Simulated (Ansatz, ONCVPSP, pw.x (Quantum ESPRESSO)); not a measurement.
Sr: does the ONCV potential hold in the solid?

* Element: strontium
* Generator: ONCVPSP 4.0.1.1 (patched build)
* Type: optimised norm-conserving Vanderbilt (ONCV)
* Functional: PBE
* Relativity: scalar-relativistic
* Frozen core: [Ar] 3d10
* Valence charge: 10
* Reference configuration: 4s2 4p6 5s2
* Partial waves: 4s+5s: rc 2.45 bohr, ncon 4, nbas 7, qcut 5.1 1/bohr, 3 projectors, debl 2.6 Ha; 4p: rc 2.05 bohr, ncon 3, nbas 7, qcut 7.1 1/bohr, 2 projectors, debl 2.7 Ha; d scattering state at 0.28 Ha: rc 2.05 bohr, ncon 3, nbas 6, qcut 4.1 1/bohr, local
* Local potential: the d channel
* Core correction: Teter function fitted to the true core (icmod 2), fcfact 0.65

In the d channel the program set the typed energies aside and used 0.050 Ha.

Crystal test: sc Sr in pw.x 7.5, no spin, 9³ k-points, Fermi–Dirac smearing 0.01 Ry, cutoffs 50/200 Ry. The reference is all-electron LAPW (Ansatz 0.2.0) with the same functional, mesh and smearing; V0 and B0 come from Birch–Murnaghan fits to the pressures at five volumes. Errors are pseudo minus all-electron; Δ is the rms difference of the E(V) curves that follow from these fits, minima aligned, over ±6 % about the mean V0. Mesh and smearing are coarse, so the numbers serve the comparison and aren't converged zero-temperature values; the lattice is a test structure that the element need not adopt.

```csv
V (Å³/atom),P all-electron (GPa),P pseudo (GPa)
55.460,0.34,0.38
56.920,0.15,0.18
58.379,-0.03,0.01
59.838,-0.18,-0.15
61.298,-0.33,-0.29
```

All-electron: a0 = 3.874 Å (V0 = 58.16 Å³/atom), B0 = 6.7 GPa.

Pseudopotential: mean pressure error (GPa): +0.03; a0 (Å): 3.881; a0 error (%): +0.17; B0 error (%): -1.2; Δ (meV/atom): 0.4.

Q: At the middle volume, how do free energy and pressure move when the wave cutoff is lowered (ecutrho kept at four times it)?

A:

```
cutoff (Ry)  shift of F (meV/atom)  shift of P (GPa)
         22                 +168.7             -0.69
         30                  +40.8             -0.53
         40                   +2.2             -0.04
```

Input at the middle volume:

```
&control
  calculation='scf', prefix='x', pseudo_dir='./', outdir='./tmp', tstress=.true., disk_io='none'
/
&system
  ibrav=0, nat=1, ntyp=1, ecutwfc=50, ecutrho=200, nbnd=12,
  occupations='smearing', smearing='fd', degauss=0.01
/
&electrons
  conv_thr=1e-09, mixing_beta=0.4, electron_maxstep=70
/
ATOMIC_SPECIES
Sr 1.0 Sr.UPF
CELL_PARAMETERS angstrom
  3.87928973 0.00000000 0.00000000
  0.00000000 3.87928973 0.00000000
  0.00000000 0.00000000 3.87928973
ATOMIC_POSITIONS crystal
Sr 0.0000 0.0000 0.0000
K_POINTS automatic
9 9 9 0 0 0
```

```bash
pw.x < Sr.scf.in > Sr.scf.out
```

Lines of the output:

```
Message from routine setup:
     using ibrav=0 with symmetry is DISCOURAGED, use correct ibrav instead
     lattice parameter (alat)  =       7.3308  a.u.
     unit-cell volume          =     393.9610 (a.u.)^3
     number of electrons       =        10.00
     number of Kohn-Sham states=           12
     kinetic-energy cutoff     =      50.0000  Ry
     charge density cutoff     =     200.0000  Ry
     scf convergence threshold =      1.0E-09
     Exchange-correlation= PBE
     number of k points=    35  Fermi-Dirac smearing, width (Ry)=  0.0100
     iteration #  1     ecut=    50.00 Ry     beta= 0.40
     total energy              =     -77.77189038 Ry
     estimated scf accuracy    <       0.00332563 Ry
     iteration #  2     ecut=    50.00 Ry     beta= 0.40
     total energy              =     -77.77201527 Ry
     estimated scf accuracy    <       0.00107678 Ry
     iteration #  3     ecut=    50.00 Ry     beta= 0.40
     total energy              =     -77.77205644 Ry
     estimated scf accuracy    <       0.00002862 Ry
     iteration #  4     ecut=    50.00 Ry     beta= 0.40
     total energy              =     -77.77206109 Ry
     estimated scf accuracy    <       0.00000103 Ry
     iteration #  5     ecut=    50.00 Ry     beta= 0.40
     total energy              =     -77.77206119 Ry
     estimated scf accuracy    <       0.00000016 Ry
     iteration #  6     ecut=    50.00 Ry     beta= 0.40
     total energy              =     -77.77206120 Ry
     estimated scf accuracy    <          2.6E-09 Ry
     iteration #  7     ecut=    50.00 Ry     beta= 0.40
     the Fermi energy is     4.5386 ev
!    total energy              =     -77.77206120 Ry
     estimated scf accuracy    <          9.1E-10 Ry
     smearing contrib. (-TS)   =      -0.00612786 Ry
     The total energy is F=E-TS. E is the sum of the following terms:
     one-electron contribution =     -28.78445774 Ry
     hartree contribution      =      15.36136830 Ry
     xc contribution           =     -25.63902766 Ry
     ewald contribution        =     -38.70381624 Ry
     convergence has been achieved in   7 iterations
          total   stress  (Ry/bohr**3)                   (kbar)     P=        0.07
     Message from routine punch:
     Nothing written, as per user request (disk_io='none')
```

The run at the middle volume (35 k-points, 7 iterations) took about 9.7 s on one core of a shared host (Neoverse-V2, 192 threads, 742 GiB, load 106).
